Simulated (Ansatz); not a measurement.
A surface is cut from this relaxed crystal of WC:

```cif
data_structure
_symmetry_space_group_name_H-M 'P-6m2'
_symmetry_Int_Tables_number 187
_cell_length_a 2.9218
_cell_length_b 2.9218
_cell_length_c 2.8471
_cell_angle_alpha 90.000
_cell_angle_beta 90.000
_cell_angle_gamma 120.000
_cell_volume 21.05
loop_
_atom_site_label
_atom_site_type_symbol
_atom_site_symmetry_multiplicity
_atom_site_Wyckoff_symbol
_atom_site_fract_x
_atom_site_fract_y
_atom_site_fract_z
_atom_site_occupancy
W1 W 1 a 0.00000 0.00000 0.00000 1
C1 C 1 f 0.66667 0.33333 0.50000 1
```

Miller indices refer to the conventional cell of P-6m2 (No. 187), a = 2.922 Å, b = 2.922 Å, c = 2.847 Å, α = 90.00°, β = 90.00°, γ = 120.00°.

Consider the (100) slab of 10 planes, 11.8 Å thick with 15 Å of vacuum as cut; outer planes C (top) and W (bottom), all atoms relaxed.

All numbers below come from DFT PBE, scalar-relativistic, plane waves, PAW (Ansatz 0.2.0). Cutoff 420 eV; k points 12×12×1 on the computed 10-atom cell (Γ-centred); Gaussian smearing, width 0.10 eV; no spin polarisation. A dipole correction removes the field between periodic images along c.

The work function read from the bulk's Fermi level differs by 0.17 eV, so the slab's middle doesn't match the bulk reference (too thin, or relaxed to another structure or magnetic state).

Task: Estimate the surface energy (mean of both faces).

Result: 6.99 J/m².

Task: Give the work function.

Result: 6.44 eV (top), 4.70 eV (bottom).

Task: Give the dipole of the slab along +c, per cell.

Result: -0.08 e·Å.

Task: The top two planes lie 1.687 Å apart in the bulk. How does relaxation change this?

Result: The spacing becomes 1.397 Å (-17.2 %).

Spin-orbit coupling is left out, which matters for the bands of heavy elements.